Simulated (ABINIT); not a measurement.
# ZnSe (Stilleite): G0W0 in ABINIT against the plane-wave cutoff

How does the gap of ZnSe (Stilleite) converge in the plane-wave cutoff?

Program: ABINIT 10.8.3. Level of theory: PBE and many-body steps on it, plane waves. Results are calculated unless marked as measured.

Most raw output is cut from this account.

## Step 1: The starting structure

The structure is cubic, space group F-43m (No. 216). Conventional cell: a = 5.668 Å, b = 5.668 Å, c = 5.668 Å, α = 90.00°, β = 90.00°, γ = 90.00°. Zn has 4 Se at 2.45 Å nearest. Nearest to Se lie 4 Zn at 2.45 Å. Farther neighbours and most contacts between anions are not listed.

The cell and positions come from the Crystallography Open Database and are kept as given unless a step says otherwise.

## Step 2: Empty states on the mesh, 4×4×4 mesh, 318 bands

This step: ABINIT 10.8.3; DFT, PBE, plane waves, norm-conserving pseudopotentials.

The sums over transitions need many empty states on a uniform mesh; this step solves for them.

run.abi reads:

```
acell 3*1.0 Angstrom
rprim 
  -0.000000000000 2.833800000000 2.833800000000
  2.833800000000 0.000000000000 2.833800000000
  2.833800000000 2.833800000000 -0.000000000000
ntypat 2
znucl 30 34
natom 2
typat 1 2
xred 
  0.000000000000 0.000000000000 0.000000000000
  0.250000000000 0.250000000000 0.250000000000
pp_dirpath "pseudos"
pseudos "Zn.upf, Se.upf"
ecut 39
ngkpt 4 4 4
nshiftk 1
shiftk 0 0 0
kptopt 1
chksymbreak 0
irdden 1
istwfk *1
nband 318
prtvol 0
optdriver 6
gwr_task "HDIAGO"
paral_kgb 0
occopt 1
indata_prefix "in"
outdata_prefix "out"
tmpdata_prefix "tmp"
```

Command:

```console
$ OMP_NUM_THREADS=1 mpirun -n 8 abinit run.abi > log
```

It took 30 s on 8 MPI ranks of Intel Xeon Platinum 8488C (Sapphire Rapids), shared host; peak memory 6.1 GiB; 4 min of CPU time.

Numbers from this step:

```
gap                                                           : 1.288 eV
k of the valence top                                          : 0, 0, 0
k of the conduction bottom                                    : 0, 0, 0
least direct gap                                              : 1.288 eV
k points computed                                             : 8
lowest point of the top converged band, above the valence top : 189.0183 eV
```

On this mesh the gap is 1.288 eV.

The density comes from a self-consistent run that is not shown.

## Step 3: Empty states on the mesh, 4×4×4 mesh, 99 bands

Edit run.abi of step 2 so:

```diff
@@ -14,3 +14,3 @@
 pseudos "Zn.upf, Se.upf"
-ecut 39
+ecut 23
 ngkpt 4 4 4
@@ -22,3 +22,3 @@
 istwfk *1
-nband 318
+nband 99
 prtvol 0
```

Elapsed: 5.1 s, on 8 MPI ranks; peak memory 0.85 GiB; 39 s of CPU time.

This step gave:

```
gap                                                           : 1.068 eV
k of the valence top                                          : 0, 0, 0
k of the conduction bottom                                    : 0, 0, 0
least direct gap                                              : 1.068 eV
k points computed                                             : 8
lowest point of the top converged band, above the valence top : 72.4431 eV
```

On this mesh the gap is 1.068 eV.

## Step 4: Empty states on the mesh, 4×4×4 mesh, 99 bands

Edit run.abi of step 3 so:

```diff
@@ -14,3 +14,3 @@
 pseudos "Zn.upf, Se.upf"
-ecut 23
+ecut 31
 ngkpt 4 4 4
```

Elapsed: 12 s, on 8 MPI ranks; peak memory 3.3 GiB.

This step gave:

- gap: 1.284 eV
- k of the valence top: 0, 0, 0
- k of the conduction bottom: 0, 0, 0
- least direct gap: 1.284 eV
- k points computed: 8
- lowest point of the top converged band, above the valence top: 72.3036 eV

On this mesh the gap is 1.284 eV.

## Step 5: Empty states on the mesh, 4×4×4 mesh, 99 bands

Edit run.abi of step 4 so:

```diff
@@ -14,3 +14,3 @@
 pseudos "Zn.upf, Se.upf"
-ecut 31
+ecut 49
 ngkpt 4 4 4
@@ -20,2 +20,3 @@
 chksymbreak 0
+iscf -2
 irdden 1
@@ -23,7 +24,6 @@
 nband 99
+nbdbuf 8
+tolwfr 1e-09
+nstep 60
 prtvol 0
-optdriver 6
-gwr_task "HDIAGO"
-paral_kgb 0
-occopt 1
 indata_prefix "in"
```

Wall time 16 s (8 MPI ranks); peak memory 0.74 GiB; 2.2 min of CPU time.

This step gave:

- gap: 1.288 eV
- k of the valence top: 0, 0, 0
- k of the conduction bottom: 0, 0, 0
- least direct gap: 1.288 eV
- k points computed: 8
- lowest point of the top converged band, above the valence top: 72.2898 eV

On this mesh the gap is 1.288 eV.

## Step 6: Screening, 4×4×4 mesh, 91 bands, screening to 163.3 eV

The RPA dielectric matrix is built and inverted for each q.

This step: RPA screening on PBE, plane waves, norm-conserving pseudopotentials.

Edit run.abi of step 5 so:

```diff
@@ -14,3 +14,3 @@
 pseudos "Zn.upf, Se.upf"
-ecut 49
+ecut 23
 ngkpt 4 4 4
@@ -20,10 +20,11 @@
 chksymbreak 0
-iscf -2
-irdden 1
 istwfk *1
-nband 99
-nbdbuf 8
-tolwfr 1e-09
-nstep 60
-prtvol 0
+occopt 1
+irdwfk 1
+optdriver 3
+nband 91
+ecuteps 6
+inclvkb 2
+awtr 1
+symchi 1
 indata_prefix "in"
```

Wall time 9.5 s (8 MPI ranks); peak memory 1.1 GiB; 74 s of CPU time.

This step gave:

| Property | Result |
| --- | --- |
| ε∞ with local fields, on this mesh, along the program's q direction | 18.60 |
| the same without local fields | 19.66 |
| plasma frequency | 33.02 eV |
| plane waves in the screening matrix | 181 |

Local fields lower ε∞ by 5 %. On a Γ-centred mesh this coarse the value itself is usually too large, while a short band sum pulls it down.

## Step 7: 23 Ha

This step: G0W0 on PBE, plane waves, norm-conserving pseudopotentials.

Edit run.abi of step 6 so:

```diff
@@ -23,8 +23,15 @@
 irdwfk 1
-optdriver 3
+optdriver 4
 nband 91
+gwcalctyp 0
+ecutsigx 23
+symsigma 1
+nkptgw 1
+kptgw 
+  0.0000000000 0.0000000000 0.0000000000
+bdgw 
+  16 22
 ecuteps 6
-inclvkb 2
-awtr 1
-symchi 1
+irdscr 1
+ppmodel 1
 indata_prefix "in"
```

It took 3.3 s on 8 MPI ranks; peak memory 0.96 GiB; 25 s of CPU time.

This step gave:

* G0W0 gap on the points computed: 2.25 eV
* starting gap on the mesh: 1.068 eV
* k of the valence top: 0, 0, 0
* k of the conduction bottom: 0, 0, 0
* Z at the valence top: 0.8
* Z at the conduction bottom: 0.815
* least direct G0W0 gap on the computed points: 2.25 eV

## Step 8: Screening, 4×4×4 mesh, 91 bands, screening to 163.3 eV

This step: RPA screening on PBE, plane waves, norm-conserving pseudopotentials.

Edit run.abi of step 7 so:

```diff
@@ -14,3 +14,3 @@
 pseudos "Zn.upf, Se.upf"
-ecut 23
+ecut 31
 ngkpt 4 4 4
@@ -23,15 +23,8 @@
 irdwfk 1
-optdriver 4
+optdriver 3
 nband 91
-gwcalctyp 0
-ecutsigx 23
-symsigma 1
-nkptgw 1
-kptgw 
-  0.0000000000 0.0000000000 0.0000000000
-bdgw 
-  16 22
 ecuteps 6
-irdscr 1
-ppmodel 1
+inclvkb 2
+awtr 1
+symchi 1
 indata_prefix "in"
```

It took 14 s on 8 MPI ranks; peak memory 1.3 GiB.

Numbers from this step:

```
ε∞ with local fields, on this mesh, along the program's q direction : 14.05
the same without local fields                                       : 15.03
plasma frequency                                                    : 33.02 eV
plane waves in the screening matrix                                 : 181
```

## Step 9: 31 Ha

The self-energy is evaluated for the states that the input lists, and the levels follow from it, in one-shot runs by the linearised quasiparticle equation.

This step: G0W0 on PBE, plane waves, norm-conserving pseudopotentials.

Edit run.abi of step 8 so:

```diff
@@ -23,8 +23,15 @@
 irdwfk 1
-optdriver 3
+optdriver 4
 nband 91
+gwcalctyp 0
+ecutsigx 31
+symsigma 1
+nkptgw 1
+kptgw 
+  0.0000000000 0.0000000000 0.0000000000
+bdgw 
+  16 22
 ecuteps 6
-inclvkb 2
-awtr 1
-symchi 1
+irdscr 1
+ppmodel 1
 indata_prefix "in"
```

Run time: 3.5 s. Hardware: 8 MPI ranks; peak memory 1 GiB.

Numbers from this step:

```
G0W0 gap on the points computed              : 2.517 eV
starting gap on the mesh                     : 1.284 eV
k of the valence top                         : 0, 0, 0
k of the conduction bottom                   : 0, 0, 0
Z at the valence top                         : 0.798
Z at the conduction bottom                   : 0.815
least direct G0W0 gap on the computed points : 2.517 eV
```

The gap on the mesh goes from 1.28 eV to 2.52 eV, a correction of +1.23 eV.

## Step 10: Screening, 4×4×4 mesh, 91 bands, screening to 163.3 eV

This step: RPA screening on PBE, plane waves, norm-conserving pseudopotentials.

Edit run.abi of step 9 so:

```diff
@@ -14,3 +14,3 @@
 pseudos "Zn.upf, Se.upf"
-ecut 31
+ecut 39
 ngkpt 4 4 4
@@ -23,15 +23,8 @@
 irdwfk 1
-optdriver 4
+optdriver 3
 nband 91
-gwcalctyp 0
-ecutsigx 31
-symsigma 1
-nkptgw 1
-kptgw 
-  0.0000000000 0.0000000000 0.0000000000
-bdgw 
-  16 22
 ecuteps 6
-irdscr 1
-ppmodel 1
+inclvkb 2
+awtr 1
+symchi 1
 indata_prefix "in"
```

Elapsed: 17 s, on 8 MPI ranks; peak memory 1.6 GiB.

This step gave:

```yaml
eps_infinity_with_local_fields_on_this_mesh_along_the_program_s_q_direction: 14.01
the_same_without_local_fields: 14.99
plasma_frequency: 33.02 eV
plane_waves_in_the_screening_matrix: 181
```

## Step 11: 39 Ha

This step: G0W0 on PBE, plane waves, norm-conserving pseudopotentials.

Edit run.abi of step 10 so:

```diff
@@ -23,8 +23,15 @@
 irdwfk 1
-optdriver 3
+optdriver 4
 nband 91
+gwcalctyp 0
+ecutsigx 39
+symsigma 1
+nkptgw 1
+kptgw 
+  0.0000000000 0.0000000000 0.0000000000
+bdgw 
+  16 22
 ecuteps 6
-inclvkb 2
-awtr 1
-symchi 1
+irdscr 1
+ppmodel 1
 indata_prefix "in"
```

Elapsed: 3.7 s, on 8 MPI ranks; peak memory 1.1 GiB; 28 s of CPU time.

This step gave:

```
G0W0 gap on the points computed              : 2.54 eV
starting gap on the mesh                     : 1.288 eV
k of the valence top                         : 0, 0, 0
k of the conduction bottom                   : 0, 0, 0
least direct G0W0 gap on the computed points : 2.54 eV
```

Against the run before, the gap moves by +0.023 eV.

## Step 12: Screening, 4×4×4 mesh, 91 bands, screening to 163.3 eV

This step: RPA screening on PBE, plane waves, norm-conserving pseudopotentials.

Edit run.abi of step 11 so:

```diff
@@ -14,3 +14,3 @@
 pseudos "Zn.upf, Se.upf"
-ecut 39
+ecut 49
 ngkpt 4 4 4
@@ -23,15 +23,8 @@
 irdwfk 1
-optdriver 4
+optdriver 3
 nband 91
-gwcalctyp 0
-ecutsigx 39
-symsigma 1
-nkptgw 1
-kptgw 
-  0.0000000000 0.0000000000 0.0000000000
-bdgw 
-  16 22
 ecuteps 6
-irdscr 1
-ppmodel 1
+inclvkb 2
+awtr 1
+symchi 1
 indata_prefix "in"
```

Elapsed: 18 s, on 8 MPI ranks; peak memory 1.8 GiB; 2.4 min of CPU time.

Numbers from this step:

```
ε∞ with local fields, on this mesh, along the program's q direction : 14.01
the same without local fields                                       : 14.99
plasma frequency                                                    : 33.02 eV
plane waves in the screening matrix                                 : 181
```

## Step 13: 49 Ha

This step: G0W0 on PBE, plane waves, norm-conserving pseudopotentials.

Edit run.abi of step 12 so:

```diff
@@ -23,8 +23,15 @@
 irdwfk 1
-optdriver 3
+optdriver 4
 nband 91
+gwcalctyp 0
+ecutsigx 49
+symsigma 1
+nkptgw 1
+kptgw 
+  0.0000000000 0.0000000000 0.0000000000
+bdgw 
+  16 22
 ecuteps 6
-inclvkb 2
-awtr 1
-symchi 1
+irdscr 1
+ppmodel 1
 indata_prefix "in"
```

Wall time 4 s (8 MPI ranks); peak memory 1.2 GiB; 30 s of CPU time.

Numbers from this step:

- G0W0 gap on the points computed: 2.551 eV
- starting gap on the mesh: 1.288 eV
- k of the valence top: 0, 0, 0
- k of the conduction bottom: 0, 0, 0
- least direct G0W0 gap on the computed points: 2.551 eV

Against the run before, the gap moves by +0.011 eV.

## Step 14: Side by side

Times are wall times on 8 MPI ranks of Intel Xeon Platinum 8488C (Sapphire Rapids), shared host, good to a factor of about two. A run's time includes the screening step that it read.

| run | mesh | bands | screening cutoff (eV) | DFT gap (eV) | gap on the mesh (eV) | direct (eV) | ε∞ used | time |
| --- | --- | --- | --- | --- | --- | --- | --- | --- |
| 23 Ha | 4×4×4 | 91 | 163.3 | 1.068 | 2.250 | 2.250 | 18.60 | 13 s |
| 31 Ha | 4×4×4 | 91 | 163.3 | 1.284 | 2.517 | 2.517 | 14.05 | 18 s |
| 39 Ha | 4×4×4 | 91 | 163.3 | 1.288 | 2.540 | 2.540 | 14.01 | 21 s |
| 49 Ha | 4×4×4 | 91 | 163.3 | 1.288 | 2.551 | 2.551 | 14.01 | 22 s |

## Step 15: Outcome

* 23 Ha: 2.250 eV
* 31 Ha: 2.517 eV
* 39 Ha: 2.540 eV
* 49 Ha: 2.551 eV
* known limits: not at the basis limit; exchange with frozen shells missing; no spin-orbit coupling; coarse k mesh

**Reading.** The setting moved: plane-wave cutoff. From 23 Ha to 49 Ha the gap moves by +0.30 eV. The last step still moves it by +0.011 eV. Bands and screening cutoff are coupled, so a series along one setting does not show full convergence. Bands and cutoff are finite, so the gap is not at the basis limit. The miss can reach some tenths of an eV and take either sign; the mesh is an error of its own. In the G0W0 runs levels were corrected at 1 k point alone, so a gap called «on the mesh» is the least over those, and an edge elsewhere would be missed. The 4×4×4 mesh is coarse for this cell, which bears on the long-range parts of exchange and screening. The norm-conserving file of at least one element keeps a d shell over frozen s and p shells of the same row. Exchange with those shells is missing from the self-energy, an error of 0.3 to 0.9 eV in cases checked, whose sign depends on which edge lies on those atoms. The many-body steps are scalar-relativistic: spin-orbit coupling is not in them.

[Paths, hosts, dates, memory and timing lines, banners, echoed tables and standing remarks are left out of the program output.]

[Logs are printed without paths, hosts, clocks, repeated set-up lines and the standing remarks that a program may print on its own settings, such as how far it seeks lower states.]

[Runs of the session that timed out or met a known fault of the program may be left out.]

[Hosts, paths, dates, database ids (printed as entryN), source tags and the programs' standing remarks are cut or masked in the printed files.]

[G0W0 gaps are taken among the corrected bands and points alone; a level outside them can change the order at an edge.]

[Where Ansatz stands beside ABINIT at settings called matched, ABINIT's density can come from a denser mesh and the files from another edition; pairs whose starting gaps differed by over 0.03 eV were left out, so agreement reads better than it is.]
